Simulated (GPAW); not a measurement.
## SnSe2: band structure with optPBE-vdW

Crystal: SnSe2.

```
Sn Se
1.0
     3.81100    0.00000    0.00000
    -1.90550    3.30042    0.00000
     0.00000    0.00000    6.13600
Sn Se
1 2
Direct
  0.00000 0.00000 0.00000
  0.66667 0.33333 0.75100
  0.33333 0.66667 0.24900
```

```
Program                   : GPAW 26.7.0
Task                      : band structure
Functional                : optPBE-vdW
Potentials or basis       : GPAW PAW data sets (gpaw-data 1.2.1)
Cutoff                    : 600 eV
Basis                     : pw
k mesh                    : 6 × 6 × 3
Occupations               : fermi-dirac, width 0.05 eV
Spin                      : spin-orbit coupling, no magnetisation
Maxiter                   : 150
Band path                 : GMKGALHA,LM,KH
Band points               : 80
spin axis theta (degrees) : 90
spin axis phi (degrees)   : 0
Soc after scf             : second variation
```

* Largest force: 1.027 eV/Å
* Band gap on the k mesh: 0.73 eV, indirect (least direct gap 1.03 eV)
* Band gap along the path: 0.72 eV, indirect (least direct gap 1.03 eV)

Forces in eV/Å, atoms in the order of the input:
```
Sn   0.000  0.000  0.000
Se   0.000  0.000 -1.027
Se   0.000  0.000  1.027
```

Levels at the corners of the path, in eV from the valence-band top:
```
point  band 24  band 25  band 26  band 27  band 28  band 29
    Γ    -0.34    -0.02    -0.02     1.02     1.02     2.91
    M    -1.29    -0.38    -0.38     1.11     1.11     3.76
    K    -1.62    -1.57    -1.57     1.35     1.35     6.46
    Γ    -0.34    -0.02    -0.02     1.02     1.02     2.91
    A    -0.47    -0.18    -0.18     2.37     2.37     2.88
    L    -1.00    -0.71    -0.71     0.82     0.82     4.22
    H    -0.50    -0.40    -0.40     2.46     2.46     4.59
    A    -0.47    -0.18    -0.18     2.37     2.37     2.88
    L    -1.00    -0.71    -0.71     0.82     0.82     4.22
    M    -1.29    -0.38    -0.38     1.11     1.11     3.76
    K    -1.62    -1.57    -1.57     1.35     1.35     6.46
    H    -0.50    -0.40    -0.40     2.46     2.46     4.59
```

Run time: 73 s on 1 thread of Intel(R) Xeon(R) Platinum 8375C CPU @ 2.90GHz (Ice Lake), on a shared host, peak memory 0.44 GiB.

Caveat: spin-orbit coupling was added after a scalar SCF, so levels and gaps hold it while energy, forces, pressure and moments don't; this program's spin-orbit splittings come out too wide for heavy elements; the PAW data sets were made with another functional, which shifts forces and pressure a little.
